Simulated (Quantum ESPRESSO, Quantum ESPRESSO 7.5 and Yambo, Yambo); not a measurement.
# CsH (Fm-3m): one start, several treatments of the self-energy

How much does the gap of CsH (Fm-3m) depend on the approximation to the self-energy?

Main program and level: Quantum ESPRESSO 7.5 and Yambo 5.3.0; PBEsol and many-body steps on it, plane waves.

The database entry behind the starting cell differs from later determinations by our own check (0.1 to 0.3 % short, probably kX units), so it need not match the best structure at ambient conditions.

## Step 1: Starting point

The structure is cubic, space group Fm-3m (No. 225). The conventional cell has a = 6.376 Å, b = 6.376 Å, c = 6.376 Å, α = 90.00°, β = 90.00°, γ = 90.00°. Nearest to Cs lie 6 H at 3.19 Å. Nearest to H lie 6 Cs at 3.19 Å. Farther neighbours are not listed.

The cell and positions come from the Crystallography Open Database and are kept as given unless a step says otherwise. Spin-orbit coupling is left out unless a step names it.

## Step 2: Empty states on the mesh, 4×4×4 mesh, 586 bands

This step: Quantum ESPRESSO 7.5; DFT, PBEsol, plane waves, norm-conserving pseudopotentials.

The sums over transitions need many empty states on a uniform mesh; this step solves for them.

Contents of pw.in:

```
&control
  calculation = 'nscf'
  prefix = 'x'
  outdir = 'o'
  pseudo_dir = 'pseudo'
/
&system
  ibrav = 0
  nat = 2
  ntyp = 2
  ecutwfc = 64.0
  nbnd = 586
  force_symmorphic = .true.
/
&electrons
  conv_thr = 1e-9
  electron_maxstep = 80
  diago_full_acc = .true.
  diago_thr_init = 5e-6
/
ATOMIC_SPECIES
  Cs 132.91 Cs.upf
  H 1.008 H.upf
CELL_PARAMETERS angstrom
  -0.0000000000 3.1880000000 3.1880000000
  3.1880000000 -0.0000000000 3.1880000000
  3.1880000000 3.1880000000 -0.0000000000
ATOMIC_POSITIONS crystal
  Cs 0.0000000000 0.0000000000 0.0000000000
  H 0.5000000000 0.5000000000 0.5000000000
K_POINTS automatic
  4 4 4 0 0 0
```

On the command line:

```console
> OMP_NUM_THREADS=1 mpirun -n 4 pw.x -nk 4 -in pw.in > pw.out
```

Output:

```text
Program PWSCF v.7.5 starts

     This program is part of the open-source Quantum ESPRESSO suite
     for quantum simulation of materials; please cite
         "P. Giannozzi et al., J. Phys.:Condens. Matter 21 395502 (2009);
         "P. Giannozzi et al., J. Phys.:Condens. Matter 29 465901 (2017);
         "P. Giannozzi et al., J. Chem. Phys. 152 154105 (2020);
     in publications or presentations arising from this work. More details at

     Atomic positions and unit cell read from directory:
     o/x.save/

     Message from routine setup:
[...]
k =-0.3536-0.3536 0.3536 (  3798 PWs)   bands (ev):

[...]
53.1594  53.6310  53.6310  54.2275  54.2275  57.7641  59.1357  59.1357
     [... 62 further rows ...]
   240.0497 240.0497 241.9829 241.9829 242.6732 243.3063 243.4979 243.4979
   243.6141 243.9331

          k = 0.3536 0.0000 0.0000 (  3767 PWs)   bands (ev):

     [... further k-points ...]

     highest occupied, lowest unoccupied level (ev):     3.2614    5.4106

     XML data file, pseudopotentials, collected wavefunctions

=------------------------------------------------------------------------------=
   JOB DONE.
=------------------------------------------------------------------------------=
```

Elapsed: 86 s, on 4 MPI ranks of Arm Neoverse V2, shared host; peak memory 1.1 GiB; 5.7 min of CPU time.

Numbers from this step:

* gap: 2.149 eV
* k of the valence top: 0, 0, -0.5
* k of the conduction bottom: 0, 0, -0.5
* least direct gap: 2.149 eV
* k points computed: 8
* lowest point of the top converged band, above the valence top: 239.4825 eV

On this mesh the gap is 2.149 eV.

The density comes from a self-consistent run that is not shown.

## Step 3: Conversion and set-up

This step: Yambo 5.3.0; conversion and set-up on PBEsol, plane waves, norm-conserving pseudopotentials.

The states are converted to the many-body program's format and the q mesh is built.

On the command line:

```console
> (cd o/x.save; p2y > p2y.log; mv SAVE ../..); yambo > setup.log
```

Output:

```text
 Yambo, version 5.3.0

 [02] CORE Variables Setup
 =========================

  [02.01] Unit cells
  ==================

  Cell kind             :  FCC
  Atoms in the cell     :  Cs  H
  number of Cs atoms    :  1
  number of H  atoms    :  1

  List of atomic masses
  Mass of Cs    :  132.9100
  Mass of H     :  1.008000

  List of atomic coordinates    : [cc]
  Cs1       :  0.000000  0.000000  0.000000  order 1
  H1       :  6.024447  6.024447  6.024447  order 2

  Alat factors          :  6.024447  6.024447  6.024447 [a.u.]
  Direct lattice volume :  437.3021 [a.u.]
[...]
==========================================

 IBZ Q-points                                      :   8
 BZ  Q-points                                      :   64

 K/Q-points units:
 rlu = crystal or reduced units; cc = cartesian coordinates; iku = interal k-units

 Q [1]          [rlu]:  0.000000  0.000000  0.000000
 Q [2]          [rlu]: -0.48926E-17 -0.48926E-17  0.25000
 Q [3]          [rlu]:  0.97851E-17  0.97851E-17 -0.50000
[...]
Q [7]          [rlu]: -0.13221E-16 -0.50000     -0.50000
 Q [8]          [rlu]:  0.250000 -0.500000 -0.250000

  [03.01] X indexes
  =================

   [03.01.01] Sigma indexes
   ========================

 [06] Game Over & Game summary
```

It took 2.4 s on 1 MPI rank; peak memory 0.25 GiB.

## Step 4: G0W0, Godby-Needs plasmon pole

G0W0 replaces the xc potential by the self-energy, built once from these orbitals. Only a window of levels is corrected, while the sums run over the empty bands that the input names.

This step: G0W0 on PBEsol, plane waves, norm-conserving pseudopotentials.

Contents of gw2.in:

```
HF_and_locXC
gw0
dyson
ppa
em1d
rim_cut
RandQpts= 1000000
RandGvec= 1 RL
EXXRLvcs= 64 Ry
VXCRLvcs= 256 Ry
Chimod= "HARTREE"
% BndsRnXp
 1 | 242 |
%
NGsBlkXp= 16 Ry
% LongDrXp
 1 | 1 | 1 |
%
% GbndRnge
 1 | 242 |
%
DysSolver= "n"
ExtendOut
PPAPntXp= 27.21138 eV
% QPkrange
 3 | 3 | 4 | 7 |
 1 | 1 | 4 | 7 |
%
```

On the command line:

```console
> OMP_NUM_THREADS=1 mpirun -n 4 yambo -F gw2.in -J gw2 -C gw2 > gw2.log
```

Output:

```text
 Yambo, version 5.3.0

 [02] CORE Variables Setup
 =========================

  [... cell, symmetries and grids as in the set-up ...]

  [02.05] Energies & Occupations
  ==============================

  [X] === General ===
  [X] Electronic Temperature                        :  0.000000  0.000000 [eV K]
  [X] Bosonic    Temperature                        :  0.000000  0.000000 [eV K]
  [X] Finite Temperature mode                       : no
  [X] El. density                                   :  0.15432E+24 [cm-3]
  [X] Fermi Level                                   :  3.261446 [eV]

  [X] === Gaps and Widths ===
  [X] Conduction Band Min                           :  2.149182 [eV]
  [X] Valence Band Max                              :  0.000000 [eV]
  [X] Filled Bands                                  :   5
  [X] Empty Bands                                   :     6   586
  [X] Direct Gap                                    :  2.149182 [eV]
  [X] Direct Gap localized at k                     :  3
  [X] Indirect Gap                                  :  2.149182 [eV]
  [X] Indirect Gap between kpts                     :  3  3
  [X] Last valence band width                       :  1.775611 [eV]
  [X] 1st conduction band width                     :  2.995424 [eV]

 [03] Transferred momenta grid and indexing
 ==========================================

 IBZ Q-points                                      :   8
 BZ  Q-points                                      :   64

 K/Q-points units:
 rlu = crystal or reduced units; cc = cartesian coordinates; iku = interal k-units

 Q [1]          [rlu]:  0.000000  0.000000  0.000000
 Q [2]          [rlu]: -0.48926E-17 -0.48926E-17  0.25000
 Q [3]          [rlu]:  0.97851E-17  0.97851E-17 -0.50000
 Q [4]          [rlu]:  0.66107E-17  0.25000      0.25000
 Q [5]          [rlu]:  0.78423E-17  0.25000      0.50000
 Q [6]          [rlu]:  0.97851E-17  0.25000     -0.25000
 Q [7]          [rlu]: -0.13221E-16 -0.50000     -0.50000
 Q [8]          [rlu]:  0.250000 -0.500000 -0.250000

 [04] Coloumb potential Random Integration (RIM)
 ===============================================

  [04.01] RIM initialization
  ==========================

  * Diagonal components only detected *

  8 x (sBL volume)        :  0.070904 [a.u.]
  sBZ random points       :  1000000
  Points outside the sBZ  :   7968281
  RL volume               :  0.567229 [a.u.]
  Integrated volume       :  0.569486 [a.u.]

  [04.02] RIM integrals
  =====================

  Gamma point sphere radius             :  0.075077 [a.u.]
  Points outside the sphere             :   800476
  [Int_sBZ(q=0) 1/q^2]*(Vol_sBZ)^(-1/3) =:  7.776341
                                 should be <:  7.795600

  Summary of Coulomb integrals for non-metallic bands |Q|[au] RIM/Bare

  Q [1] 0.100000E-4 0.997530 * Q [2] 0.225805 1.070250
  Q [4] 0.260737 1.068048 * Q [6] 0.368738 1.029370
  Q [5] 0.432383 1.023545 * Q [3] 0.451610 1.020007
  Q [7] 0.521474 1.016898 * Q [8] 0.583026 1.014037

 [WARNING] [Xp] User bands 1-242 break level degeneracy

 [05] Dipoles
 ============

  [05.01] Setup: observables and procedures
  =========================================

 [06] Dynamic Dielectric Matrix (PPA)
 ====================================

 [WR./gw2//ndb.pp]---------------------------------------------------------------
  Brillouin Zone Q/K grids (IBZ/BZ)                :    8   64    8   64
  RL vectors                                       :   4645 [WF]
  Coulomb cutoff potential                         : none
  Electronic Temperature                           :  0.000000 [K]
  Bosonic    Temperature                           :  0.000000 [K]
  PPA    diel. fun.  energies                      : Perdew, Burke & Ernzerhof SOL(X)+Perdew, Burke & Ernzerhof SOL(C)
  wavefunctions                                    : Perdew, Burke & Ernzerhof SOL(X)+Perdew, Burke & Ernzerhof SOL(C)
  Global Gauge                                     : length
  X matrix size                                    :   531
  X band range                                     :    1  242
  X e/h energy range                               : -1.000000 -1.000000 [eV]
  X Time ordering                                  : R
  X Hxc Kernel                                     : HARTREE
  X Drude frequency                                :  0.000000  0.000000
  X poles                                          :  100.0000 [o/o]
  RL vectors in the sum                            :   4645
  [r,Vnl] included                                 : yes
  Field direction                                  :  0.577350E-5  0.577350E-5  0.577350E-5
  BZ energy Double Grid                            : no
  BZ energy DbGd points                            : 0
  BZ Q point size factor                           : -1.000000
  X Optical Averaged directions                    : none

 [07] Local Exchange-Correlation + Non-Local Fock
 ================================================

 [VXC] Plane waves :  30395
 [EXS] Plane waves :   3839

 QP @ state[ 1 ] K range:  1  1
 QP @ state[ 1 ] b range:   4   7
 QP @ state[ 2 ] K range:  3  3
 QP @ state[ 2 ] b range:   4   7

 [xc] Functional : Perdew, Burke & Ernzerhof SOL(X)+Perdew, Burke & Ernzerhof SOL(C)
 [xc] LIBXC used to calculate xc functional
  PP Number of Atomic Species                      :  2
  NLCC RL compoments                               :  30395
  PP Number of Atomic Species                      :  2
  NLCC RL compoments                               :  30395

 [xc] E_xc :  -3.484483 [Ha]
      E_xc :  -6.968966 [Ry]

  Local XC kind (lXC) : Perdew, Burke & Ernzerhof SOL(X)+Perdew, Burke & Ernzerhof SOL(C)
  Non-Local XC kind (nlXC) : Hartree-Fock

  Corrections @ K [1] :  [eV]
 <4|nlXC|4> = -17.51169 -0.80045E-17 <4|lXC|4> = -13.08324 -0.94408E-16
 <5|nlXC|5> = -11.95091  0.25863E-17 <5|lXC|5> = -8.356704  0.18882E-15
 <6|nlXC|6> = -3.374787 -0.11003E-17 <6|lXC|6> = -7.905344  0.94408E-16
 <7|nlXC|7> = -3.374893 -0.62080E-18 <7|lXC|7> = -7.905344  0.94408E-16

  Corrections @ K [3] :  [eV]
 <4|nlXC|4> = -17.43822  0.25040E-16 <4|lXC|4> = -12.98474 -0.94408E-16
 <5|nlXC|5> = -13.42125 -0.81332E-17 <5|lXC|5> = -10.17104  0.33043E-15
 <6|nlXC|6> = -2.831610 -0.12126E-17 <6|lXC|6> = -6.523269  0.000000
 <7|nlXC|7> = -3.628170 -0.87807E-19 <7|lXC|7> = -7.918640 -0.11801E-16

 [08] Dyson equation: Newton solver
 ==================================

  [08.01] G0W0 (W PPA)
  ====================

  [  GW  ] Bands range     :    1  242
  [GW/PPA] G damping       :  0.100000 [eV]

  QP @ state[ 1 ] K range:  1  1
  QP @ state[ 1 ] b range:   4   7
  QP @ state[ 2 ] K range:  3  3
  QP @ state[ 2 ] b range:   4   7

   Sc/G bands                                       :    1  242
   Sc/G damping                                     :  0.100000 ev
   Sc bands terminator                              : no
   Sx RL components                                 :   3839

   QP @ state[ 1 ] K range                          :  1  1
   QP @ state[ 1 ] b range                          :   4   7
   QP @ state[ 2 ] K range                          :  3  3
   QP @ state[ 2 ] b range                          :   4   7
   GF energies kind                                 : Perdew, Burke & Ernzerhof SOL(X)+Perdew, Burke & Ernzerhof SOL(C)
   GF WF`s kind                                     : Perdew, Burke & Ernzerhof SOL(X)+Perdew, Burke & Ernzerhof SOL(C)
   Xs energies kind                                 : Perdew, Burke & Ernzerhof SOL(X)+Perdew, Burke & Ernzerhof SOL(C)
   Xs WF`s kind                                     : Perdew, Burke & Ernzerhof SOL(X)+Perdew, Burke & Ernzerhof SOL(C)

 [11] Game Over & Game summary
```

Run time: 5.4 min. Hardware: 4 MPI ranks; peak memory 2 GiB.

Numbers from this step:

| Property | Result |
| --- | --- |
| G0W0 gap on the points computed | 4.343 eV |
| starting gap on the mesh | 2.149 eV |
| k of the valence top | 0, 0, -0.5 |
| k of the conduction bottom | 0, 0, -0.5 |
| least direct G0W0 gap on the computed points | 4.343 eV |
| Z at the valence top | 0.7965 |
| Z at the conduction bottom | 0.8487 |

The gap on the mesh goes from 2.15 eV to 4.34 eV, a correction of +2.19 eV.

## Step 5: One-shot COHSEX

This step: one-shot COHSEX on PBEsol, plane waves, norm-conserving pseudopotentials.

Contents of gw4.in:

```
HF_and_locXC
gw0
dyson
cohsex
em1s
rim_cut
RandQpts= 1000000
RandGvec= 1 RL
EXXRLvcs= 64 Ry
VXCRLvcs= 256 Ry
Chimod= "HARTREE"
% BndsRnXs
 1 | 242 |
%
NGsBlkXs= 16 Ry
% LongDrXs
 1 | 1 | 1 |
%
% GbndRnge
 1 | 242 |
%
DysSolver= "n"
ExtendOut
% QPkrange
 3 | 3 | 4 | 7 |
 1 | 1 | 4 | 7 |
%
```

On the command line:

```console
> OMP_NUM_THREADS=1 mpirun -n 4 yambo -F gw4.in -J gw4 -C gw4 > gw4.log
```

Output:

```text
 Yambo, version 5.3.0

 [02] CORE Variables Setup
 =========================

  [... cell, symmetries and grids as in the set-up ...]

  [02.05] Energies & Occupations
  ==============================

  [X] === General ===
  [X] Electronic Temperature                        :  0.000000  0.000000 [eV K]
  [X] Bosonic    Temperature                        :  0.000000  0.000000 [eV K]
  [X] Finite Temperature mode                       : no
  [X] El. density                                   :  0.15432E+24 [cm-3]
  [X] Fermi Level                                   :  3.261446 [eV]

  [X] === Gaps and Widths ===
  [X] Conduction Band Min                           :  2.149182 [eV]
  [X] Valence Band Max                              :  0.000000 [eV]
  [X] Filled Bands                                  :   5
  [X] Empty Bands                                   :     6   586
  [X] Direct Gap                                    :  2.149182 [eV]
  [X] Direct Gap localized at k                     :  3
  [X] Indirect Gap                                  :  2.149182 [eV]
  [X] Indirect Gap between kpts                     :  3  3
  [X] Last valence band width                       :  1.775611 [eV]
  [X] 1st conduction band width                     :  2.995424 [eV]

 [03] Transferred momenta grid and indexing
 ==========================================

 IBZ Q-points                                      :   8
 BZ  Q-points                                      :   64

 K/Q-points units:
 rlu = crystal or reduced units; cc = cartesian coordinates; iku = interal k-units

 Q [1]          [rlu]:  0.000000  0.000000  0.000000
 Q [2]          [rlu]: -0.48926E-17 -0.48926E-17  0.25000
 Q [3]          [rlu]:  0.97851E-17  0.97851E-17 -0.50000
[...]
[xc] LIBXC used to calculate xc functional
  PP Number of Atomic Species                      :  2
  NLCC RL compoments                               :  30395
  PP Number of Atomic Species                      :  2
  NLCC RL compoments                               :  30395

 [xc] E_xc :  -3.484483 [Ha]
      E_xc :  -6.968966 [Ry]

  Local XC kind (lXC) : Perdew, Burke & Ernzerhof SOL(X)+Perdew, Burke & Ernzerhof SOL(C)
  Non-Local XC kind (nlXC) : Hartree-Fock

  Corrections @ K [1] :  [eV]
 <4|nlXC|4> = -17.51169 -0.80045E-17 <4|lXC|4> = -13.08324 -0.94408E-16
 <5|nlXC|5> = -11.95091  0.25863E-17 <5|lXC|5> = -8.356704  0.18882E-15
 <6|nlXC|6> = -3.374787 -0.11003E-17 <6|lXC|6> = -7.905344  0.94408E-16
[...]
Corrections @ K [3] :  [eV]
[...]
<6|nlXC|6> = -2.831610 -0.12126E-17 <6|lXC|6> = -6.523269  0.000000
 <7|nlXC|7> = -3.628170 -0.87807E-19 <7|lXC|7> = -7.918640 -0.11801E-16

 [08] Dyson equation: Newton solver
 ==================================

 [Newton] Sc step       :  0.100000 [eV]
 [Newton] Sc steps      :  1

  [08.01] G0W0 (COHSEX)
  =====================

  [  GW  ] Bands range     :   1   7

  QP @ state[ 1 ] K range:  1  1
  QP @ state[ 1 ] b range:   4   7
  QP @ state[ 2 ] K range:  3  3
  QP @ state[ 2 ] b range:   4   7

   Sc Empty Bands                                   : no
   Sc bands terminator                              : no
   Sx RL components                                 :   3839

   QP @ state[ 1 ] K range                          :  1  1
   QP @ state[ 1 ] b range                          :   4   7
   QP @ state[ 2 ] K range                          :  3  3
   QP @ state[ 2 ] b range                          :   4   7
   GF WF`s kind                                     : Perdew, Burke & Ernzerhof SOL(X)+Perdew, Burke & Ernzerhof SOL(C)
   Xs energies kind                                 : Perdew, Burke & Ernzerhof SOL(X)+Perdew, Burke & Ernzerhof SOL(C)
   Xs WF`s kind                                     : Perdew, Burke & Ernzerhof SOL(X)+Perdew, Burke & Ernzerhof SOL(C)

 [11] Game Over & Game summary
```

Run time: 87 s. Hardware: 4 MPI ranks; peak memory 1.9 GiB; 5.7 min of CPU time.

Numbers from this step:

```yaml
quasiparticle_gap_on_the_points_computed: 5.679 eV
starting_gap_on_the_mesh: 2.149 eV
k_of_the_valence_top: 0, 0, -0.5
k_of_the_conduction_bottom: 0, 0, -0.5
least_direct_quasiparticle_gap_on_the_computed_points: 5.679 eV
z_at_the_valence_top: 1
z_at_the_conduction_bottom: 1
```

Against G0W0 in Yambo (4×4×4 mesh, 242 bands, screening to 217.7 eV, Godby-Needs plasmon pole), the gap moves by +1.336 eV.

## Step 6: One-shot Hartree-Fock

This step: one-shot Hartree-Fock on PBEsol, plane waves, norm-conserving pseudopotentials.

Contents of gw5.in:

```
HF_and_locXC
rim_cut
RandQpts= 1000000
RandGvec= 1 RL
EXXRLvcs= 64 Ry
VXCRLvcs= 256 Ry
% QPkrange
 3 | 3 | 4 | 7 |
 1 | 1 | 4 | 7 |
%
```

On the command line:

```console
> OMP_NUM_THREADS=1 mpirun -n 4 yambo -F gw5.in -J gw5 -C gw5 > gw5.log
```

Output:

```text
 Yambo, version 5.3.0

 [02] CORE Variables Setup
 =========================

  [... cell, symmetries and grids as in the set-up ...]

  [02.05] Energies & Occupations
  ==============================

  [X] === General ===
  [X] Electronic Temperature                        :  0.000000  0.000000 [eV K]
  [X] Bosonic    Temperature                        :  0.000000  0.000000 [eV K]
  [X] Finite Temperature mode                       : no
  [X] El. density                                   :  0.15432E+24 [cm-3]
[...]
[xc] E_xc :  -3.484483 [Ha]
      E_xc :  -6.968966 [Ry]

  Local XC kind (lXC) : Perdew, Burke & Ernzerhof SOL(X)+Perdew, Burke & Ernzerhof SOL(C)
  Non-Local XC kind (nlXC) : Hartree-Fock

  Corrections @ K [1] :  [eV]
 <4|nlXC|4> = -17.51169 -0.80045E-17 <4|lXC|4> = -13.08324 -0.94408E-16
 <5|nlXC|5> = -11.95091  0.25863E-17 <5|lXC|5> = -8.356704  0.18882E-15
 <6|nlXC|6> = -3.374787 -0.11003E-17 <6|lXC|6> = -7.905344  0.94408E-16
[...]
Corrections @ K [3] :  [eV]
[...]
<6|nlXC|6> = -2.831610 -0.12126E-17 <6|lXC|6> = -6.523269  0.000000
 <7|nlXC|7> = -3.628170 -0.87807E-19 <7|lXC|7> = -7.918640 -0.11801E-16

 [08] Game Over & Game summary
```

Elapsed: 3.1 s, on 4 MPI ranks; peak memory 1.3 GiB.

This step gave:

```
quasiparticle gap on the mesh                         : 9.091 eV
starting gap on the mesh                              : 2.149 eV
k of the valence top                                  : 0, 0, -0.5
k of the conduction bottom                            : 0, 0, -0.5
least direct quasiparticle gap on the computed points : 9.091 eV
```

Against G0W0 in Yambo (4×4×4 mesh, 242 bands, screening to 217.7 eV, Godby-Needs plasmon pole), the gap moves by +4.748 eV.

## Step 7: The runs together

Times are wall times on 4 MPI ranks of Arm Neoverse V2, shared host, good to a factor of about two.

```tsv
run	mesh	bands	screening cutoff (eV)	DFT gap (eV)	gap on the mesh (eV)	direct (eV)	time
G0W0, Godby-Needs plasmon pole	4×4×4	242	217.7	2.149	4.343	4.343	5.4 min
one-shot COHSEX	4×4×4	242	217.7	2.149	5.679	5.679	87 s
one-shot Hartree-Fock	4×4×4	-	-	2.149	9.091	9.091	3.1 s
```

## Step 8: Results

| Item | Value |
| --- | --- |
| G0W0, Godby-Needs plasmon pole | 4.343 eV |
| one-shot COHSEX | 5.679 eV |
| one-shot Hartree-Fock | 9.091 eV |
| known limits | not at the basis limit; no spin-orbit coupling |

One-shot COHSEX: +1.336 eV against G0W0, Godby-Needs plasmon pole. One-shot Hartree-Fock: +4.748 eV against G0W0, Godby-Needs plasmon pole. Bare exchange alone opens the gap to 9.09 eV; against G0W0, correlation takes back 4.75 eV. Static COHSEX lies above G0W0: it lacks the factor Z and overstates the Coulomb hole of the filled states. Bands and cutoff are finite, so the gap is not at the basis limit. The miss can reach some tenths of an eV and take either sign; the mesh is an error of its own. The many-body steps are scalar-relativistic: spin-orbit coupling is not in them.

[Paths, hosts, dates, memory and timing lines, banners, echoed tables and standing remarks are left out of the program output.]

[Logs are printed without paths, hosts, clocks, repeated set-up lines and the standing remarks that a program may print on its own settings, such as how far it seeks lower states.]

[Runs of the session that timed out or met a known fault of the program may be left out.]

[Hosts, paths, dates, database ids (printed as entryN), source tags and the programs' standing remarks are cut or masked in the printed files.]
